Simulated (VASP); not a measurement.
## SnSe: single point with PBE

Slab: SnSe, a slab with vacuum.

```
CELL_PARAMETERS angstrom
4.31000 0.00000 0.00000
0.00000 4.31800 0.00000
0.00000 0.00000 23.89580
ATOMIC_POSITIONS crystal
Sn 0.50000 0.25000 0.31386
Sn 0.00000 0.75000 0.44122
Sn 0.00000 0.25000 0.55878
Sn 0.50000 0.75000 0.68614
Se 0.00000 0.75000 0.32562
Se 0.50000 0.25000 0.42946
Se 0.50000 0.75000 0.57054
Se 0.00000 0.25000 0.67438
```

```json
{
 "Program": "VASP 6.6.1",
 "Task": "single point",
 "Functional": "PBE",
 "Potentials or basis": "VASP PAW PBE potentials, release 64 (Sn_d, Se)",
 "Cutoff": "600 eV",
 "k mesh": "5 × 5 × 1",
 "Occupations": "fermi-dirac, width 0.05 eV",
 "Spin": "no spin polarisation"
}
```

| Property | Result |
| --- | --- |
| Largest force | 0.320 eV/Å |
| Band gap on the k mesh | 0.87 eV, indirect (least direct gap 0.95 eV) |

Forces on the atoms (eV/Å):
```
Sn   0.000  0.000  0.320
Sn   0.000  0.000 -0.296
Sn   0.000  0.000  0.296
Sn   0.000  0.000 -0.320
Se   0.000  0.000  0.001
Se   0.000  0.000 -0.165
Se   0.000  0.000  0.165
Se   0.000  0.000 -0.001
```

Levels at points of the mesh, in eV from the valence-band top:
```
           k point  band 36  band 37  band 38  band 39  band 40  band 41  band 42  band 43  band 44  band 45
(0.00, 0.00, 0.00)    -1.84    -1.53    -1.53    -0.33    -0.33     0.90     2.53     3.60     3.60     3.69
```

Run time: 7.7 min on 1 thread of AMD EPYC 7R43 64-Core Processor (Zen 3), on a shared host, peak memory 0.55 GiB.

Caveat: spin-orbit coupling is left out, which moves the levels of the heavy elements.
